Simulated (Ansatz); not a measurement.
KCl in the CsCl structure, relaxed with r2SCAN in Ansatz. Space group Pm-3m (No. 221), cubic; a = 3.771 Å in the conventional setting, 26.82 Å³ an atom. K has 8 Cl at 3.27 Å; Cl has 8 K at 3.27 Å.

The axes x, y and z are those of this cell:
```
K Cl
1.0
     3.77117    0.00000    0.00000
     0.00000    3.77117    0.00000
     0.00000    0.00000    3.77117
K Cl
1 1
Direct
  0.00000 0.00000 0.00000
  0.50000 0.50000 0.50000
```

Unstrained: The PBE gap is indirect, 5.030 eV (M to Γ), below the direct gap of 5.243 eV at Γ. r2SCAN gives an indirect gap of 5.801 eV, from M to Γ; the least direct gap is 6.016 eV at Γ. The HSE06 gap is indirect, 6.365 eV (M to Γ), below the direct gap of 6.595 eV at Γ. Meshes: PBE 8×8×8, r2SCAN 8×8×8, HSE06 6×6×6. Strains are changes of length per length, and xy shears are angles. After each strain the atoms were relaxed again with r2SCAN within the symmetry that the strain leaves, so tilts or polar shifts that break it weren't tested; points keep the names that they have in the unstrained zone. All values are calculated for a non-magnetic cell, which may be hypothetical.

Problem. One strain changed the r2SCAN stress by xx +0.43, yy +0.43, zz +2.90 GPa (compression positive) and the gap by +0.022 eV (PBE), +0.025 eV (r2SCAN), +0.031 eV (HSE06). Which kind of strain was it, and roughly how large?

Solution. Uniaxial -4.74 % along z, other directions held. The pattern of the stress gives the kind; the size needs the stiffness, so it is an estimate.

Problem. Apply isotropic +0.4 % on every length. How far does the gap move, against the unstrained cell?

Solution. PBE: the gap goes from 5.030 to 4.977 eV (-0.053 eV). r2SCAN: the gap goes from 5.801 to 5.744 eV (-0.057 eV). HSE06: the gap goes from 6.365 to 6.308 eV (-0.057 eV). The r2SCAN energy rises by 0.3 meV an atom.

Problem. Estimate what xy shear, engineering strain (angle) +4.31 % does to the gap.

Solution. PBE: the gap goes from 5.030 to 5.034 eV (+0.004 eV). r2SCAN: the gap goes from 5.801 to 5.804 eV (+0.003 eV). HSE06: the gap goes from 6.365 to 6.369 eV (+0.004 eV). The r2SCAN energy rises by 1.2 meV an atom.

The meshes of the hybrids are coarse, so their gaps aren't converged to the digits shown.
